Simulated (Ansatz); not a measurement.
# Pt (Fm-3m) in Ansatz: notebook

One crystal, Pt, is run at these levels: PBEsol; tasks: band structure.

All numbers are computed with Ansatz 0.2.0; they aren't measurements. Logs are shortened: lines on timing, memory, paths and dates and some standing lists are left out, and cuts for length are marked.

**1. Starting point**

It takes space group Fm-3m (No. 225, cubic). Conventional cell: a = 3.922 Å, b = 3.922 Å, c = 3.922 Å, α = 90.00°, β = 90.00°, γ = 90.00°. Pt (site symmetry m-3m) has 12 Pt at 2.77 Å as nearest neighbours.

**2. Band structure, PBEsol**

input.yaml

```yaml
crystal:
  lattice:
    - [0.0, 1.9609, 1.9609]
    - [1.9609, 0.0, 1.9609]
    - [1.9609, 1.9609, 0.0]
  atoms:
    - { symbol: Pt, position: [0.0, 0.0, 0.0] }
kpoints:
  mp_grid: { grid: [12, 12, 12] }
  band_path:
    path:
      - [0.0, 0.0, 0.0]
      - [0.5, 0.0, 0.5]
      - [0.5, 0.25, 0.75]
      - [0.375, 0.375, 0.75]
      - [0.0, 0.0, 0.0]
      - [0.5, 0.5, 0.5]
      - [0.625, 0.25, 0.625]
      - [0.5, 0.25, 0.75]
    npoints: 12
scf:
  occupations: { method: fermi_dirac, width: 0.05 }
hamiltonian:
  xc: pbesol
  pseudopotentials: { kind: all_electron, lapw: { basis_error: 0.001 } }
output:
  forces: true
  stress: true
  eigenvalues: true
```

Potentials or basis: all-electron LAPW, scalar-relativistic.

Launch:

```console
$ ansatz run input.yaml --threads 1 --pin off --max-ram 3072MiB --backend cpu --events-out ev --progress --plain --runs-dir out
```

Output:

```text
Warning: RAYON_NUM_THREADS=1 ignored (pool sized by the plan → 1); use --threads N
LAPW: plane waves up to 8.422 Å⁻¹, error target 1.0e-3 eV per atom; small_component_spin mean_spin; Pt in spheres of 1.387 Å, 42 of its electrons in bands, Dirac shells [] (how accurate: hamiltonian.pseudopotentials.lapw.basis_error, Limitations)
Engine: ansatz 0.2.0, aarch64-unknown-linux-gnu
Pseudopotentials: kind: all_electron
Pseudopotential: Pt, LAPW, valence charge 42, lapw/all_electron/scalar/gaussian/Pt, Koelling and Harmon's equation, gaussian nucleus
Functional definition: PBEsol
  exchange = pbesol_x
  correlation = pbesol_c
Crystal: 1 atoms, lattice volume = 15.080 Å³
Basis set: ecut = 270.2192541719935 eV, 169 PW (Γ), exchange–correlation at level 2
Bands: 26, of which v1, the nominal top of the filled ones, is band 21 counted from 1 (20 counted from 0)
Symmetry: 48 space group operations
Space group: Fm-3m (ITA 225), of the structure as read, at distance tolerance 2.5e-5 Å
k-points: 72 of 1728
Non-local potential: Pt, projectors of the file, none
Initial density: superposition of atomic densities (chi_scale 0.1, normalization cell)
Initial wavefunctions: plane waves of lowest kinetic energy (no species holds an atomic orbital)
Functional: x = pbesol(κ = 0.804, μ = 0.12345679012345678), c = pbesol(β = 0.046)
iter 1 solved again at ethr=1.91e-4 eV; its pass at ethr=1.00e-1 eV (dr2=8.03e-2 eV) is discarded
SCF iter   1: F=—  HF=-500818.548820 eV  |F-HF|=—  |Δ(HF+E_count)|=         —  Δρ=3.22e-2  dr2=8.06e-2  ethr=1.91e-4  ⟨swp⟩=2.9  Hψ=11834  notcnv=0
preconditioner: auto → Kerker (q_TF=auto, 3.236 Å⁻¹)  [metal: Δε(μ)=0.014 eV  Ē_g=15.769 eV  σ=0.050 eV  W_gap=0.07  n_scr=14 (ndim 8)  ℏωp=30.2 eV  f_vac=0.005  D(μ)=1.87/eV (n_scr^D=26)]
iter 2 solved again at ethr=1.63e-5 eV; its pass at ethr=1.91e-4 eV (dr2=6.85e-3 eV) is discarded
SCF iter   2: F=—  HF=-500818.183472 eV  |F-HF|=—  |Δ(HF+E_count)|=   3.65e-1  Δρ=7.74e-3  dr2=6.85e-3  ethr=1.63e-5  ⟨swp⟩=2.0  Hψ=9631  notcnv=0
SCF iter   3: F=—  HF=-500818.161164 eV  |F-HF|=—  |Δ(HF+E_count)|=         —  Δρ=7.78e-3  dr2=7.01e-3  ethr=1.63e-5  ⟨swp⟩=2.0  Hψ=5429  notcnv=0
the basis was enlarged: its passes take 531.2 KiB over the memory plan, 1 of 1 planned eigensolver slots
SCF iter   4: F=—  HF=-500818.158890 eV  |F-HF|=—  |Δ(HF+E_count)|=   2.27e-3  Δρ=4.66e-3  dr2=2.96e-3  ethr=1.63e-5  ⟨swp⟩=2.0  Hψ=5251  notcnv=0
SCF iter   5: F=—  HF=-500818.158586 eV  |F-HF|=—  |Δ(HF+E_count)|=   3.04e-4  Δρ=2.05e-3  dr2=6.86e-4  ethr=7.06e-6  ⟨swp⟩=2.0  Hψ=5278  notcnv=0
SCF iter   6: F=—  HF=-500818.158649 eV  |F-HF|=—  |Δ(HF+E_count)|=   6.23e-5  Δρ=3.25e-4  dr2=1.57e-5  ethr=1.63e-6  ⟨swp⟩=2.0  Hψ=5423  notcnv=0
SCF iter   7: F=—  HF=-500818.158646 eV  |F-HF|=—  |Δ(HF+E_count)|=   2.99e-6  Δρ=7.16e-5  dr2=4.85e-7  ethr=3.73e-8  ⟨swp⟩=2.0  Hψ=5430  notcnv=0
SCF iter   8: F=-500818.158646 eV  HF=-500818.158646 eV  |F-HF|=5.18e-9  |Δ(HF+E_count)|=   2.78e-8  Δρ=1.23e-5  dr2=1.76e-8  ethr=1.15e-9  ⟨swp⟩=2.0  Hψ=5430  notcnv=0
SCF 1 converged in 8 iterations: F = -500818.158646 eV  dr2 = 1.76e-8
NSCF: frozen V_eff on 85 k-points
SCF converged after 8 iterations
Free energy (F): -500818.158646 eV
Harris-Foulkes:  -500818.158646 eV  (|F-HF|=5.18e-9)
Internal energy: -500818.143029 eV  (E = F + TS)
E sigma→0 (E₀):  -500818.150837 eV
Entropy (-TS):   -0.015617 eV (-15.617 meV/atom)
Fermi energy:    28.744849 eV
--- Per-component energies (eV) ---
  E_band       = -3312.903817
  E_kinetic    = 568677.660094
  E_xc         = -9553.588302
  E_electrostatic = -1059942.214820  (all electrons and nuclei)
  E_smearing   = -0.015617  (= −TS)
  E_closure    = 0.000000  (closes the sum)
  E_atoms      = -500811.181748  (free atoms, spherical and without spin; not in F)
  Σ components = -500818.158646   (vs F -500818.158646, Δ=0.00e0)
  Basis errors (estimates in eV, not in F): energy 2.1e-4 per atom: plane waves 1.7e-4 (1.2e-4 summed), levels above the bands 4.7e-183, relativity 7.0e-8, radial functions 4.0e-5, core shells 1.0e-7; eigenvalues (radial functions only) 4.8e-6; not estimated: angular momenta, meshes, grids; target (lapw.basis_error) 1.0e-3; muffin-tin radii Pt 1.387 Å
--- Forces (eV/Å), atoms counted from 1 ---
  atom   1  Pt    -0.00000000    -0.00000000     0.00000000
  max |Σ_I F_I| component: 5.34e-32 eV/Å
--- Stress (GPa, compression-positive) ---
       -0.646703      -0.000000       0.000000
       -0.000000      -0.646703       0.000000
        0.000000       0.000000      -0.646703
  P = ⅓ Tr σ = -0.6467 GPa (-6.467 kbar)
--- Band table (eV; the first three rows and the last of 72) ---
  k-point 0: bands = ["-274.3831", "-274.3831", "-274.3831", "-274.3462", "-274.3462", "-69.8194", "-38.3501", "-38.3197", "-38.3197", "-38.3197", "-38.3018", "-38.3018", "-38.3018", "-23.7683", "-23.7683", "-23.7683", "18.4102", "24.9098", "24.9098", "24.9098", "27.0944", "27.0944", "43.2623", "48.2037", "48.2037", "48.2037"]
  k-point 1: bands = ["-274.3831", "-274.3831", "-274.3831", "-274.3462", "-274.3462", "-69.8171", "-38.3500", "-38.3199", "-38.3199", "-38.3197", "-38.3019", "-38.3017", "-38.3017", "-23.8010", "-23.7730", "-23.7730", "18.6890", "24.7878", "25.0183", "25.0183", "27.0356", "27.0356", "43.6881", "46.8843", "48.6281", "48.6281"]
  k-point 2: bands = ["-274.3831", "-274.3831", "-274.3831", "-274.3462", "-274.3462", "-69.8110", "-38.3496", "-38.3206", "-38.3206", "-38.3196", "-38.3019", "-38.3014", "-38.3014", "-23.8896", "-23.7858", "-23.7858", "19.4621", "24.5429", "25.2398", "25.2398", "26.9872", "26.9872", "44.5339", "44.6832", "49.8086", "49.8086"]
  k-point 71: bands = ["-274.3831", "-274.3831", "-274.3831", "-274.3462", "-274.3462", "-69.7750", "-38.3474", "-38.3230", "-38.3230", "-38.3222", "-38.3006", "-38.3006", "-38.3005", "-24.0847", "-24.0847", "-23.9514", "23.0180", "24.1302", "24.1302", "26.7069", "29.2305", "35.7883", "36.9512", "36.9512", "40.7294", "53.0798"]
```

Run time: 13 s. Hardware: 1 thread of Arm Neoverse V1, shared host; peak memory 0.29 GiB.

Results:

```
Free energy             : -500818.1586 eV
Pressure                : -0.6 GPa
Band gap along the path : none (metal or under the smearing width)
```

Levels at the corners of the path, in eV from the Fermi level:
```csv
point,band 19,band 20,band 21,band 22,band 23,band 24
Γ,-3.84,-3.84,-1.65,-1.65,14.52,19.46
X,0.00,0.48,0.48,1.67,8.82,11.29
W,-4.61,-2.04,0.49,7.04,8.21,8.21
K,-2.92,-1.34,-0.19,5.65,6.66,10.05
Γ,-3.84,-3.84,-1.65,-1.65,14.52,19.46
L,-3.90,-0.59,0.03,0.03,5.79,14.08
U,-2.92,-1.34,-0.19,5.65,6.66,10.05
W,-4.61,-2.04,0.49,7.04,8.21,8.21
```

Caveat: spin-orbit coupling is left out, which moves the levels of the heavy elements.

**3. Band structure, PBEsol**

Changes to input.yaml since step 2:

```diff
@@ -24,3 +24,6 @@
   xc: pbesol
-  pseudopotentials: { kind: all_electron, lapw: { basis_error: 0.001 } }
+  pseudopotentials:
+    kind: all_electron
+    lapw: { basis_error: 0.001 }
+    relativity: none
 output:
```

Potentials or basis: all-electron LAPW, non-relativistic.

Launch:

```console
$ ansatz run input.yaml --threads 1 --pin off --max-ram 3072MiB --backend cpu --events-out ev --progress --plain --runs-dir out
```

Output:

```text
Warning: RAYON_NUM_THREADS=1 ignored (pool sized by the plan → 1); use --threads N
LAPW: plane waves up to 8.417 Å⁻¹, error target 1.0e-3 eV per atom; Pt in spheres of 1.387 Å, 42 of its electrons in bands, Dirac shells [] (how accurate: hamiltonian.pseudopotentials.lapw.basis_error, Limitations)
[... 2 set-up lines as earlier in the session ...]
Pseudopotential: Pt, LAPW, valence charge 42, lapw/all_electron/none/Pt, Schrödinger's equation, point nucleus
[... 44 lines left out ...]
--- Forces (eV/Å), atoms counted from 1 ---
  atom   1  Pt    -0.00000000     0.00000000    -0.00000000
  max |Σ_I F_I| component: 5.96e-32 eV/Å
--- Stress (GPa, compression-positive) ---
       33.502689      -0.000000       0.000000
       -0.000000      33.502689       0.000000
        0.000000       0.000000      33.502689
  P = ⅓ Tr σ = 33.5027 GPa (335.027 kbar)
--- Band table (eV; the first three rows and the last of 72) ---
  k-point 0: bands = ["-277.2270", "-277.2270", "-277.2270", "-277.1968", "-277.1968", "-48.9163", "-48.8932", "-48.8932", "-48.8932", "-48.8782", "-48.8782", "-48.8782", "-46.8086", "-17.3948", "-17.3948", "-17.3948", "21.5953", "24.9156", "24.9156", "24.9156", "27.0288", "27.0288", "43.4929", "48.6823", "48.6823", "48.6823"]
  k-point 1: bands = ["-277.2270", "-277.2270", "-277.2270", "-277.1968", "-277.1968", "-48.9162", "-48.8933", "-48.8933", "-48.8932", "-48.8782", "-48.8781", "-48.8781", "-46.8006", "-17.4434", "-17.4016", "-17.4016", "21.8518", "24.8114", "25.0233", "25.0233", "26.9729", "26.9729", "43.9077", "47.4785", "49.1073", "49.1073"]
  k-point 2: bands = ["-277.2270", "-277.2270", "-277.2270", "-277.1968", "-277.1968", "-48.9160", "-48.8937", "-48.8937", "-48.8932", "-48.8782", "-48.8780", "-48.8780", "-46.7785", "-17.5752", "-17.4199", "-17.4199", "22.4695", "24.7006", "25.2422", "25.2422", "26.9296", "26.9296", "44.8688", "45.3954", "50.3066", "50.3066"]
  k-point 71: bands = ["-277.2270", "-277.2270", "-277.2270", "-277.1968", "-277.1968", "-48.9149", "-48.8951", "-48.8951", "-48.8946", "-48.8776", "-48.8776", "-48.8775", "-46.6473", "-17.8618", "-17.8618", "-17.6639", "23.2125", "24.3724", "24.3724", "26.8899", "29.0995", "38.2328", "38.2328", "40.0103", "41.3130", "53.2252"]
```

Run time: 13 s. Hardware: 1 thread of Arm Neoverse V1, shared host; peak memory 0.28 GiB.

Results:

```
Free energy             : -471592.3915 eV
Pressure                : 33.5 GPa
Band gap along the path : none (metal or under the smearing width)
```

Levels at the corners of the path, in eV from the Fermi level:
```
point  band 17  band 18  band 19  band 20  band 21  band 22  band 23  band 24  band 25  band 26
    Γ    -7.06    -3.74    -3.74    -3.74    -1.63    -1.63    14.84    20.03    20.03    20.03
    X    -6.69    -6.51    -0.03     0.44     0.44     3.43    12.56    12.82    12.82    22.56
    W    -5.44    -4.28    -4.28    -1.77     0.44     9.58     9.58    11.35    12.66    24.57
    K    -5.99    -5.19    -2.47    -1.28    -0.21     7.89     8.60    12.19    16.01    20.59
    Γ    -7.06    -3.74    -3.74    -3.74    -1.63    -1.63    14.84    20.03    20.03    20.03
    L    -6.37    -3.80    -3.80     0.00     0.00     1.01     8.93    14.44    20.13    20.13
    U    -5.99    -5.19    -2.47    -1.28    -0.21     7.89     8.60    12.19    16.01    20.59
    W    -5.44    -4.28    -4.28    -1.77     0.44     9.58     9.58    11.35    12.66    24.57
```

Caveat: a pressure of tens of GPa on the cell as given is suspect, and the run, the potentials or the cell itself is likely at fault; relativity is left out, which matters for the heavier elements; spin-orbit coupling is left out, which moves the levels of the heavy elements.

**4. Band structure, PBEsol**

Changes to input.yaml since step 3:

```diff
@@ -24,6 +24,3 @@
   xc: pbesol
-  pseudopotentials:
-    kind: all_electron
-    lapw: { basis_error: 0.001 }
-    relativity: none
+  pseudopotentials: { kind: all_electron, datasets: crystal }
 output:
@@ -32 +29,3 @@
   eigenvalues: true
+  elf: true
+  volumetric_format: npy
```

Potentials or basis: all-electron PAW datasets made for the crystal.

Launch:

```console
$ ansatz run input.yaml --threads 1 --pin off --max-ram 3072MiB --backend cpu --events-out ev --progress --plain --runs-dir out
```

It took 8.2 s on 1 thread of Arm Neoverse V1, shared host; peak memory 0.37 GiB.

It converged, with:

```yaml
Free_energy: -500818.1587 eV
Pressure: -0.6 GPa
Band_gap_along_the_path: none (metal or under the smearing width)
```

Levels at the corners of the path, in eV from the Fermi level:
| point | band 3 | band 4 | band 5 | band 6 | band 7 | band 8 |
| --- | --- | --- | --- | --- | --- | --- |
| Γ | -3.83 | -3.83 | -1.65 | -1.65 | 14.52 | 19.46 |
| X | 0.00 | 0.48 | 0.48 | 1.67 | 8.82 | 11.29 |
| W | -4.61 | -2.04 | 0.49 | 7.04 | 8.21 | 8.21 |
| K | -2.92 | -1.34 | -0.19 | 5.65 | 6.66 | 10.05 |
| Γ | -3.83 | -3.83 | -1.65 | -1.65 | 14.52 | 19.46 |
| L | -3.90 | -0.59 | 0.03 | 0.03 | 5.79 | 14.08 |
| U | -2.92 | -1.34 | -0.19 | 5.65 | 6.66 | 10.05 |
| W | -4.61 | -2.04 | 0.49 | 7.04 | 8.21 | 8.21 |

Caveat: the program warned that the printed levels may be off, so bands, gaps and densities of states are rough; spin-orbit coupling is left out, which moves the levels of the heavy elements.

**5. Band structure, PBEsol**

Changes to input.yaml since step 4:

```diff
@@ -24,3 +24,6 @@
   xc: pbesol
-  pseudopotentials: { kind: all_electron, datasets: crystal }
+  pseudopotentials:
+    kind: all_electron
+    lapw: { basis_error: 0.001 }
+    dirac_shells: { Pt: ["4p", "4d"] }
 output:
@@ -29,3 +32 @@
   eigenvalues: true
-  elf: true
-  volumetric_format: npy
```

Potentials or basis: all-electron LAPW, inner shells corrected to Dirac's equation.

Launch:

```console
$ ansatz run input.yaml --threads 1 --pin off --max-ram 3072MiB --backend cpu --events-out ev --progress --plain --runs-dir out
```

Wall time 14 s (1 thread of Arm Neoverse V1, shared host); peak memory 0.29 GiB.

The run converged. Its results:

| Item | Value |
| --- | --- |
| Free energy | -501716.5452 eV |
| Pressure | -0.5 GPa |
| Band gap along the path | none (metal or under the smearing width) |

Levels at the corners of the path, in eV from the Fermi level:
| point | band 17 | band 18 | band 19 | band 20 | band 21 | band 22 | band 23 | band 24 | band 25 | band 26 |
| --- | --- | --- | --- | --- | --- | --- | --- | --- | --- | --- |
| Γ | -10.33 | -3.84 | -3.84 | -3.84 | -1.65 | -1.65 | 14.51 | 19.46 | 19.46 | 19.46 |
| X | -7.15 | -6.69 | 0.00 | 0.48 | 0.48 | 1.68 | 8.83 | 11.30 | 11.30 | 20.02 |
| W | -5.73 | -4.62 | -4.62 | -2.04 | 0.49 | 7.05 | 8.21 | 8.21 | 11.99 | 24.33 |
| K | -6.33 | -5.54 | -2.92 | -1.34 | -0.19 | 5.66 | 6.67 | 10.06 | 14.59 | 19.89 |
| Γ | -10.33 | -3.84 | -3.84 | -3.84 | -1.65 | -1.65 | 14.51 | 19.46 | 19.46 | 19.46 |
| L | -7.41 | -3.90 | -3.90 | -0.59 | 0.03 | 0.03 | 5.80 | 14.08 | 18.86 | 18.86 |
| U | -6.33 | -5.54 | -2.92 | -1.34 | -0.19 | 5.66 | 6.67 | 10.06 | 14.59 | 19.89 |
| W | -5.73 | -4.62 | -4.62 | -2.04 | 0.49 | 7.05 | 8.21 | 8.21 | 11.99 | 24.33 |

Caveat: spin-orbit coupling is left out, which moves the levels of the heavy elements.

**6. Overview**

| potentials or basis | cutoff (eV) | basis error allowed | pressure (GPa) |
| --- | --- | --- | --- |
| all-electron LAPW, scalar-relativistic | 270 | 0.001 eV/atom | -0.6 |
| all-electron LAPW, non-relativistic | 270 | 0.001 eV/atom | 33.5 |
| all-electron PAW datasets made for the crystal | 280 | - | -0.6 |
| all-electron LAPW, inner shells corrected to Dirac's equation | 270 | 0.001 eV/atom | -0.5 |

Alike in all rows: task band structure; level PBEsol; no spin polarisation; cell as given; k mesh 12 × 12 × 12; smearing fermi-dirac 0.05 eV.

Caveats: spin-orbit coupling is left out, which moves the levels of the heavy elements; a pressure of tens of GPa on the cell as given is suspect, and the run, the potentials or the cell itself is likely at fault (some runs); relativity is left out, which matters for the heavier elements (some runs); the program warned that the printed levels may be off, so bands, gaps and densities of states are rough (some runs).

Compare energies only between runs with the same functional and basis.
